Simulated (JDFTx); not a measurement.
# SnTe under changes of volume

One of the cells (31.281 Å³/atom); the others are scaled copies at fixed shape and fractional positions:

```
CELL_PARAMETERS angstrom
0.00000 3.15085 3.15085
3.15085 0.00000 3.15085
3.15085 3.15085 0.00000
ATOMIC_POSITIONS crystal
Te 0.50000 0.50000 0.50000
Sn 0.00000 0.00000 0.00000
```

```yaml
Program: JDFTx 1.7.0 (patched build)
Functional: PBEsol
Potentials_or_basis: PseudoDojo-SR-PBEsol-0.4.1-standard with smoothed tails
Cutoff: 1088 eV
Density_cutoff: 8708 eV
k_mesh: 7 × 7 × 7
Occupations: fermi-dirac, width 0.05 eV
Spin: no spin polarisation
```

| volume (Å³/atom) | energy over the lowest point (meV/atom) | pressure (GPa) |
| --- | --- | --- |
| 29.404 | ? | ? |
| 30.030 | 5.29 | 1.7 |
| 30.656 | 0.65 | 0.6 |
| 31.281 | 0.00 | -0.3 |
| 31.907 | 2.89 | -1.2 |
| 32.532 | 8.99 | -2.0 |
| 33.158 | 17.95 | -2.7 |

**Question.** What does the run at 29.404 Å³/atom give?

**Answer.** Energy over the lowest point 14.38 meV/atom; pressure 2.9 GPa.

Worked out: A Birch-Murnaghan fit of order 3 (a polynomial in V^(-2/3)) to the other rows has its minimum at 31.08 Å³/atom with B0 = V·E''(V) = 47 GPa and B' = 4.4. It gives 14.37 meV/atom at 29.404 Å³/atom, against the run's 14.38, and -dE/dV = 2.9 GPa, against 2.9.

Energies are extrapolated to zero smearing.
